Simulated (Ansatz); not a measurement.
**From PBEsol to G0W0: AlGa5P6 (zincblende [001] superlattice)**

How far does one-shot GW move the PBEsol gap of AlGa5P6 (zincblende [001] superlattice)?

Calculated with Ansatz 0.2.0; PBEsol, then G0W0 on it, plane waves, PAW.

This is a report of a sequence of runs, with most program output left out.

**1. The structure**

The cell holds 12 atoms: 5 Ga, 6 P and 1 Al. Cell: a = 3.854 Å, b = 3.854 Å, c = 16.351 Å, α = 90.0°, β = 90.0°, γ = 90.0°. It derives from GaP. Regions: GaP, 10 atoms (5 Ga and 5 P); AlP, 2 atoms (1 Al and 1 P). The structure's axis is c.

The start is a generated structure, not a measured one.

The logs state that the PAW files were generated under PBE.

**2. Relaxing the structure**

The structure is relaxed first.

This step: DFT, PBEsol, plane waves, PAW; PAW set soft_1.

Contents of input.yaml:

```yaml
crystal:
  lattice:
    - [3.8542622876, 0.0, 0.0]
    - [0.0, 3.8542622876, 0.0]
    - [0.0, 0.0, 16.3512500344]
  atoms:
    - { symbol: Ga, position: [0.0, 0.0, 0.0416730372] }
    - { symbol: P, position: [0.5, 0.0, 0.1250038223] }
    - { symbol: Ga, position: [0.5, 0.5, 0.2083346074] }
    - { symbol: P, position: [0.0, 0.5, 0.2916653926] }
    - { symbol: Ga, position: [0.0, 0.0, 0.3749961777] }
    - { symbol: P, position: [0.5, 0.0, 0.4583269628] }
    - { symbol: Ga, position: [0.5, 0.5, 0.5416577479] }
    - { symbol: P, position: [0.0, 0.5, 0.624988533] }
    - { symbol: Ga, position: [0.0, 0.0, 0.7083193181] }
    - { symbol: P, position: [0.5, 0.0, 0.7916501032] }
    - { symbol: Al, position: [0.5, 0.5, 0.8749808883] }
    - { symbol: P, position: [0.0, 0.5, 0.9583269628] }
kpoints:
  mp_grid: { grid: [6, 6, 2] }
hamiltonian:
  xc: pbesol
  pseudopotentials: { kind: paw, azcp: { folder: soft_1 }, xc_functional: pbe }
scf:
  occupations: { method: fermi_dirac, width: 0.02 }
relax:
  f_tol: 0.015
  max_steps: 100
  cell: {}
```

Launch:

```sh
$ ansatz run input.yaml --threads 3 --pin off --max-ram 92160MiB --backend cuda --events-out ev --progress --plain --runs-dir out --devices 1 --max-vram 13GiB
```

Elapsed: 13 s, on 1 × NVIDIA H100 80GB HBM3 (shared by 6 runs) with 3 threads of AMD EPYC 7R13 (Zen 3), shared host; peak memory 0.99 GiB; 18 s of CPU time.

Relaxation path:

```
step  energy less that of the first step (eV)  largest force component (eV/Å)  pressure (GPa)  volume (Å³)
   1                                   0.0000                          0.0424           -0.27       242.90
   2                                  -0.0016                          0.0022           -0.07       242.33
   3                                  -0.0017                          0.0010           -0.01       242.15
  4*                                  -0.0016                          0.0010           -0.01       242.15
```

Relaxation steps marked * repeat the geometry before them on a plane-wave basis chosen anew for their cell, so energy and pressure can jump there.

Forces are held to the 4 operations that the run works with; a distortion that breaks them can't arise in this run.

```
     cell as run  before   after  change
           a (Å)   3.854   3.853  -0.0 %
           b (Å)   3.854   3.853  -0.0 %
           c (Å)  16.351  16.310  -0.3 %
volume (Å³/atom)   20.24   20.18  -0.3 %
```

The atoms that moved most (Å, as changes of fractional coordinates times the final cell):

```
atom     dx     dy      dz  length
 Ga9  0.000  0.000  -0.010   0.010
 Ga1  0.000  0.000   0.010   0.010
  P8  0.000  0.000  -0.008   0.008
  P2  0.000  0.000   0.008   0.008
 P12  0.000  0.000   0.007   0.007
 P10  0.000  0.000  -0.007   0.007
 Ga7  0.000  0.000  -0.005   0.005
 Ga3  0.000  0.000   0.005   0.005
```

The relaxed structure:

```cif
data_structure
_symmetry_space_group_name_H-M 'P 1'
_symmetry_Int_Tables_number 1
_cell_length_a 3.8531
_cell_length_b 3.8531
_cell_length_c 16.3100
_cell_angle_alpha 90.000
_cell_angle_beta 90.000
_cell_angle_gamma 90.000
_cell_volume 242.15
loop_
_atom_site_label
_atom_site_type_symbol
_atom_site_fract_x
_atom_site_fract_y
_atom_site_fract_z
_atom_site_occupancy
Ga1 Ga 0.00000 0.00000 0.04230 1
P2 P 0.50000 0.00000 0.12551 1
Ga3 Ga 0.50000 0.50000 0.20866 1
P4 P 0.00000 0.50000 0.29182 1
Ga5 Ga 0.00000 0.00000 0.37499 1
P6 P 0.50000 0.00000 0.45816 1
Ga7 Ga 0.50000 0.50000 0.54133 1
P8 P 0.00000 0.50000 0.62447 1
Ga9 Ga 0.00000 0.00000 0.70768 1
P10 P 0.50000 0.00000 0.79120 1
Al11 Al 0.50000 0.50000 0.87499 1
P12 P 0.00000 0.50000 0.95878 1
```

The program's warnings for this run: band table not solved further; near symmetry operation missed by atoms.

**3. The PBEsol band structure**

Levels along a band path and on the mesh show where this functional puts the band edges.

Contents of input.yaml:

```yaml
crystal:
  lattice:
    - [3.8531237475, 0.0, 0.0]
    - [0.0, 3.8531242371, 0.0]
    - [0.0, 0.0, 16.3099893427]
  atoms:
    - { symbol: Ga, position: [0.0, 0.0, 0.0423043212] }
    - { symbol: P, position: [0.5, 0.0, 0.1255139933] }
    - { symbol: Ga, position: [0.5, 0.5, 0.2086568098] }
    - { symbol: P, position: [0.0, 0.5, 0.2918236953] }
    - { symbol: Ga, position: [0.0, 0.0, 0.3749936069] }
    - { symbol: P, position: [0.5, 0.0, 0.4581635355] }
    - { symbol: Ga, position: [0.5, 0.5, 0.5413304302] }
    - { symbol: P, position: [0.0, 0.5, 0.6244731346] }
    - { symbol: Ga, position: [0.0, 0.0, 0.7076828748] }
    - { symbol: P, position: [0.5, 0.0, 0.7912031345] }
    - { symbol: Al, position: [0.5, 0.5, 0.8749937784] }
    - { symbol: P, position: [0.0, 0.5, 0.9587842388] }
kpoints:
  mp_grid: { grid: [6, 6, 2] }
  band_path:
    path:
      - [[0.0, 0.0, 0.0], [0.0, 0.5, 0.0], [0.5, 0.5, 0.0], [0.0, 0.0, 0.0], [0.0, 0.0, 0.5], [0.0, 0.5, 0.5], [0.5, 0.5, 0.5], [0.0, 0.0, 0.5]]
      - [[0.0, 0.5, 0.0], [0.0, 0.5, 0.5]]
      - [[0.5, 0.5, 0.0], [0.5, 0.5, 0.5]]
    npoints: 10
hamiltonian:
  xc: pbesol
  pseudopotentials: { kind: paw, azcp: { folder: soft_1 }, xc_functional: pbe }
scf:
  occupations: { method: fermi_dirac, width: 0.02 }
  n_extra_bands: 8
output:
  eigenvalues: true
  forces: true
  stress: true
  write_density: true
  write_potential: true
  elf: true
  volumetric_format: npy
```

Wall time 11 s (1 × NVIDIA H100 80GB HBM3 (shared by 6 runs) with 3 threads); peak memory 1.1 GiB; 7.8 s of CPU time.

This step gave:

```
pressure             : -0.007153 GPa
filled bands         : 49
gap                  : 1.410 eV
valence top at       : Γ
conduction bottom at : Z
least direct gap     : 1.460 eV
```

Over mesh and path the gap is 1.410 eV, from k = Γ to k = (0.000, 0.000, 0.500). The least direct gap found is 1.460 eV, at k = Γ. The program's warnings for this run: structure snapped to symmetry.

Electronic bands along the path, in eV, zero at the top of the highest nominally filled band:

```
    point  band 46  band 47  band 48  band 49  band 50  band 51  band 52  band 53
        Γ    -0.93     0.00     0.00     0.00     1.46     1.66     1.71     1.72
  halfway    -0.84    -0.76    -0.72    -0.25     2.06     2.18     2.38     2.56
        X    -1.12    -1.10    -1.10    -1.10     2.14     2.23     2.24     2.61
  halfway    -1.91    -1.90    -1.90    -1.89     2.53     2.57     2.65     2.76
        M    -2.63    -2.62    -2.62    -2.60     1.48     1.48     1.65     1.96
  halfway    -1.64    -1.64    -1.09    -1.09     2.17     3.19     3.30     3.58
        Γ    -0.93     0.00     0.00     0.00     1.46     1.66     1.71     1.72
  halfway    -0.64    -0.26    -0.08    -0.08     1.43     1.58     1.83     1.89
        Z    -0.39    -0.39    -0.25    -0.25     1.41     1.55     2.05     2.08
  halfway    -0.84    -0.79    -0.49    -0.39     2.16     2.26     2.40     2.54
        R    -1.09    -1.08    -1.07    -1.05     1.62     1.89     2.94     2.96
  halfway    -2.14    -2.12    -1.89    -1.89     2.29     2.31     2.35     2.57
        A    -2.88    -2.84    -2.82    -2.82     1.92     1.92     2.11     2.14
  halfway    -1.43    -1.40    -1.17    -1.14     2.72     2.74     3.11     3.27
        Z    -0.39    -0.39    -0.25    -0.25     1.41     1.55     2.05     2.08
jump to X    -1.12    -1.10    -1.10    -1.10     2.14     2.23     2.24     2.61
  halfway    -1.13    -1.12    -1.09    -1.08     1.79     2.02     2.63     2.82
        R    -1.09    -1.08    -1.07    -1.05     1.62     1.89     2.94     2.96
jump to M    -2.63    -2.62    -2.62    -2.60     1.48     1.48     1.65     1.96
  halfway    -2.71    -2.69    -2.69    -2.68     1.62     1.62     1.80     2.09
        A    -2.88    -2.84    -2.82    -2.82     1.92     1.92     2.11     2.14
```

Valence density in the ca plane at fractional y = 0.500, with atoms of Ga and P and Al within 0.2 Å of it. It is the smooth field of the valence electrons, not physical close to the nuclei.

Values in e/Å³, 6 rows by 16 columns, each cell a mean:
```
 0  0  0  0  1  0  0  0  0  1  0  0  0  0  0  1
 0  0  0  1  0  0  0  0  1  1  0  0  0  0  0  0
 0  0  1 15  0  0  0  0 14  3  0  0  0  0  0  0
 0  0  1  8  0  0  0  0  7  1  0  0  0  0  0  0
 0  0  0  0  1  0  0  0  0  1  0  0  0  0  0  1
 0  0  0  0  0  0  0  0  0  1  0  0  0  0  0  0
```
Columns run along c (16.3 Å), rows up along a (3.9 Å). Atoms in or near the plane, at fractional coordinates: Ga at (0.21, 0.50), P at (0.29, 0.00), Ga at (0.54, 0.50), P at (0.62, 0.00), Al at (0.88, 0.50), P at (0.96, 0.00).

Electrostatic potential energy in the ca plane at fractional y = 0.500, with atoms of Ga and P and Al within 0.2 Å of it. With pseudopotentials it is smooth inside the atoms' cores, unlike the true potential.

Ten even steps from '0' (-42 eV) to '9' (21 eV), each cell a mean:
```
47888888876200167888888875100378888888774000
67888887777532578888887776423678888877776424
78888877666667778888876666667788888776556777
88888876898677888888766997678888888765655678
88888776999678888888768999678888888756985678
88888876999678888888767998678888888755875678
88888876676677788888876776677888888765556777
78888887766655678888877666655778888877666656
57888888776400367888888776201478888887775101
47888888876100057888888874000267888888873000
```
Columns run along c (16.3 Å; values clipped at the 3rd and 97th percentile), rows up along a (3.9 Å). Atoms in or near the plane, at fractional coordinates: Ga at (0.21, 0.50), P at (0.29, 0.00), Ga at (0.54, 0.50), P at (0.62, 0.00), Al at (0.88, 0.50), P at (0.96, 0.00).

**4. The quasiparticle correction**

G0W0 replaces the xc potential by a self-energy built once from the orbitals of the start. Levels are corrected in the window of bands that the input names, at points of the mesh.

This step: G0W0 on PBEsol, plane waves, PAW; PAW set soft_1.

input.yaml, the sections that differ from step 3:

```yaml
kpoints:
  mp_grid: { grid: [4, 4, 2] }
scf:
  occupations: { method: fixed }
gw:
  n_empty_bands: 1010
  ecut_chi: 150.0
  qp_bands: [v4, c4]
  qp_kpoints: band_edges
  screening: { model: contour_deformation }
# crystal, hamiltonian: as in step 3
# output: removed
```

Elapsed: 88 s, on 1 × NVIDIA H100 80GB HBM3 (shared by 6 runs) with 3 threads; peak memory 4.2 GiB.

Numbers from this step:

```yaml
bands_summed: 1059
rpa_eps_infinity_on_this_mesh_eigenvalues: 10.18, 12.94, 12.94
plane_waves_in_the_screening_matrix: 1021
q_points_in_the_mesh: 32
g0w0_gap_over_the_corrected_points: 2.101 eV
k_of_the_valence_top: 0, 0, 0
k_of_the_conduction_bottom: 0, 0, -0.5
starting_gap_on_the_mesh: 1.399 eV
z_at_the_valence_top: 0.7670
z_at_the_conduction_bottom: 0.7879
least_direct_g0w0_gap_over_the_corrected_points: 2.120 eV
```

Over 8 of 12 irreducible mesh points the G0W0 gap is 2.101 eV, from k = Γ to k = (0.000, 0.000, -0.500). The PBEsol gap of this run on the mesh is 1.399 eV. Other states bound it: the two that bound the G0W0 gap lie 1.408 eV apart in PBEsol, so state for state the correction is 2.101 − 1.408 = +0.693 eV, while gap against gap it is 2.101 − 1.399 = +0.702 eV. The start of this run differs from the step before in mesh (6×6×2 and 4×4×2). The program's warnings for this run: structure snapped to symmetry.

Labels follow the order of the start: v1 is the top filled band, c1 the lowest empty one; levels that stay degenerate share a row, the window can cut a multiplet, doubted levels are not marked in this list, bands outside the window were not corrected, and the list may be a part of the corrected levels. The levels before and after the correction (eV, zero at the valence-band top of each column):

```
           conduction bottom  valence top
Kohn-Sham               1.40         0.00
     G0W0               2.10         0.00
```

```
                      level  occupation  energy (eV)
Kohn-Sham              Γ v3           2       -0.009
Kohn-Sham           Γ v2-v1           2        0.000
Kohn-Sham              Γ c1           0        1.448
Kohn-Sham              Γ c2           0        1.653
Kohn-Sham              Γ c3           0        1.697
Kohn-Sham     (0 0 -0.5) v3           2       -0.391
Kohn-Sham  (0 0 -0.5) v2-v1           2       -0.253
Kohn-Sham     (0 0 -0.5) c1           0        1.399
Kohn-Sham     (0 0 -0.5) c2           0        1.537
Kohn-Sham     (0 0 -0.5) c3           0        2.038
     G0W0              Γ v3           2        0.000
     G0W0           Γ v2-v1           2       -0.024
     G0W0              Γ c1           0        2.120
     G0W0              Γ c2           0        2.375
     G0W0              Γ c3           0        2.466
     G0W0     (0 0 -0.5) v3           2       -0.427
     G0W0  (0 0 -0.5) v2-v1           2       -0.268
     G0W0     (0 0 -0.5) c1           0        2.101
     G0W0     (0 0 -0.5) c2           0        2.236
     G0W0     (0 0 -0.5) c3           0        2.799
```

The parts of the quasiparticle energy for the two states that bound the G0W0 gap, in eV on the run's own scale (QP = start + Σx + Σc − Vxc, with Σc at the quasiparticle energy):

```
             edge                       k  band  start       Σx      Σc      Vxc      Z     QP
      valence top                       Γ    47  6.702  −16.584   0.947  −15.081  0.767  6.146
conduction bottom  (0.000, 0.000, -0.500)    50  8.110   −6.752  −3.887  −10.776  0.788  8.247
```

**5. Spin-orbit coupling**

This run has two-component orbitals with spin-orbit coupling.

This step: DFT, PBEsol with spin-orbit coupling, plane waves, PAW; PAW set soft_1.

input.yaml: that of step 4 with these lines changed.

```diff
@@ -19,13 +19,24 @@
 kpoints:
-  mp_grid: { grid: [4, 4, 2] }
+  mp_grid: { grid: [6, 6, 2] }
+  band_path:
+    path:
+      - [0.0, 0.0, 0.0]
+      - [0.0, 0.5, 0.0]
+      - [0.5, 0.5, 0.0]
+      - [0.0, 0.0, 0.5]
+      - [0.0, 0.5, 0.5]
+      - [0.5, 0.5, 0.5]
+    npoints: 1
 hamiltonian:
   xc: pbesol
-  pseudopotentials: { kind: paw, azcp: { folder: soft_1 }, xc_functional: pbe }
+  pseudopotentials: { kind: paw_fr, azcp: { folder: soft_1 }, xc_functional: pbe }
 scf:
   occupations: { method: fixed }
-gw:
-  n_empty_bands: 1010
-  ecut_chi: 150.0
-  qp_bands: [v4, c4]
-  qp_kpoints: band_edges
-  screening: { model: contour_deformation }
+  n_extra_bands: 16
+magnetization:
+  noncollinear: true
+  spin_orbit: true
+output:
+  eigenvalues: true
+  forces: true
+  stress: true
```

Elapsed: 16 s, on 1 × NVIDIA H100 80GB HBM3 (shared by 6 runs) with 3 threads; peak memory 1.1 GiB.

This step gave:

* pressure: -0.02059 GPa
* gap: 1.383 eV
* valence top at: Γ
* conduction bottom at: Z
* least direct gap: 1.433 eV

Over mesh and listed points the gap is 1.383 eV, from k = Γ to k = (0.000, 0.000, 0.500). The least direct gap found is 1.433 eV, at k = Γ. PBEsol+SOC against PBEsol: 1.383 − 1.410 = −0.027 eV, with the same mesh, set of files (read in its fully relativistic form for the spin-orbit run) and cutoff, and both edges at the same k points. The spin-orbit run sees mesh and listed points alone, so its gap is an upper bound: the coupling can move an edge off these points, the more so as this crystal has no centre of inversion, and the change over the zone, its sign included where it is small, is not known. The program's warnings for this run: structure snapped to symmetry.

**6. Side by side**

Each gap is the least one over the points named; times are wall times on shared hosts, not benchmarks. A G0W0 time includes the run's own self-consistent start. Runs with listed points see these and the mesh alone, so an edge that moves elsewhere is missed. Rows marked * are further runs, not shown as steps, whose inputs differ from the G0W0 step on the same start in the columns given; solver thresholds can differ too. Symmetry makes (0.000, 0.000, 0.500) and (0.000, 0.000, -0.500) one point.

```
       level   mesh       files, cutoff  bands summed, screening                           points  gap (eV)  valence top        conduction bottom  least direct gap (eV)  time
      PBEsol  6×6×2  soft_1 PAW, 420 eV                        -                    mesh and path     1.410            Γ    (0.000, 0.000, 0.500)                  1.460  11 s
  PBEsol+SOC  6×6×2  soft_1 PAW, 420 eV                        -           mesh and listed points     1.383            Γ    (0.000, 0.000, 0.500)                  1.433  16 s
G0W0@PBEsol*  4×4×2  soft_1 PAW, 420 eV               304, 60 eV  8 of 12 irreducible mesh points     1.904            Γ  (-0.500, -0.500, 0.000)                  1.908  25 s
 G0W0@PBEsol  4×4×2  soft_1 PAW, 420 eV             1059, 150 eV  8 of 12 irreducible mesh points     2.101            Γ   (0.000, 0.000, -0.500)                  2.120  88 s
```

**7. What came out**

```json
{
  "PBEsol gap over mesh and path": "1.410 eV, from k = Γ to k = (0.000, 0.000, 0.500)",
  "G0W0@PBEsol gap over 8 of 12 irreducible mesh points": "2.101 eV, from k = Γ to k = (0.000, 0.000, -0.500)",
  "PBEsol+SOC gap over mesh and listed points": "1.383 eV",
  "GW settings": "4×4×2 mesh, 1010 empty bands, screening to 150 eV, PAW set soft_1 files",
  "known limits": "finite bands, screening cutoff and k mesh; no spin-orbit coupling in G0W0; d shells not analysed"
}
```

What this shows: Over 8 of 12 irreducible mesh points the G0W0 gap is 2.101 eV, from k = Γ to k = (0.000, 0.000, -0.500). The PBEsol gap of this run on the mesh is 1.399 eV. Other states bound it: the two that bound the G0W0 gap lie 1.408 eV apart in PBEsol, so state for state the correction is 2.101 − 1.408 = +0.693 eV, while gap against gap it is 2.101 − 1.399 = +0.702 eV. The valence state moves by 6.146 − 6.702 = −0.556 eV and the conduction state by 8.247 − 8.110 = +0.137 eV, on the run's own scale; how far single levels stand from their limit in bands is not shown. Both edges that PBEsol shows over mesh and path lie at k points where levels were corrected. Levels at other points were not corrected, so a lower G0W0 gap elsewhere in the zone is not ruled out. From 304 bands and 60 eV to 1059 bands and 150 eV the gap moves by 2.101 − 1.904 = +0.197 eV; bands and screening cutoff rise together, so their parts are not told apart. The states that bound the gap change along the series, so no limit is drawn and it is not known. PBEsol+SOC against PBEsol: 1.383 − 1.410 = −0.027 eV, with the same mesh, set of files (read in its fully relativistic form for the spin-orbit run) and cutoff, and both edges at the same k points. The spin-orbit run sees mesh and listed points alone, so its gap is an upper bound: the coupling can move an edge off these points, the more so as this crystal has no centre of inversion, and the change over the zone, its sign included where it is small, is not known. What spin-orbit coupling does to the G0W0 levels was not computed, so no sum with the G0W0 gap is formed. For the G0W0 step: the program's warnings for this run: structure snapped to symmetry. For the further run with 304 bands on the 4×4×2 mesh, the program warns: structure snapped to symmetry. The G0W0 runs are scalar-relativistic. One-shot GW is known to converge slowly in bands for compounds with shallow d shells. The cell holds Ga; the filling of the d shell and its place against the gap were not analysed here. No pair of G0W0 runs that differ in the mesh alone is shown (4×4×2 is a supercell whose nearest images lie 15 Å apart), so the error from the mesh is not known here. G0W0 is shown with one set of atomic data (soft_1 PAW), so the error from the files is not known here.

[Paths, hosts, dates, memory and timing lines, banners, echoed tables and standing remarks are left out of the program output.]

[Logs are printed without paths, hosts, clocks, repeated set-up lines and the standing remarks that a program may print on its own settings, such as how far it seeks lower states.]

[Runs of the session that timed out or met a known fault of the program may be left out.]

[Cells called generated may have been cut or substituted from an entry of the Crystallography Open Database or the Materials Project.]

[Hosts, paths, dates, database ids (printed as entryN), source tags and the programs' standing remarks are cut or masked in the printed files.]

[Where an RPA ε∞ is given, it is that of the G0W0 mesh and is not shown converged in it. Names of k-points follow the symmetry that the program found, which can be lower than the space group named. Band edges on a path are those of the sampled points; other points can move an edge, and change direct to indirect where valleys lie close.]

[Hybrid gaps are those of their k-mesh and are not shown converged in it.]
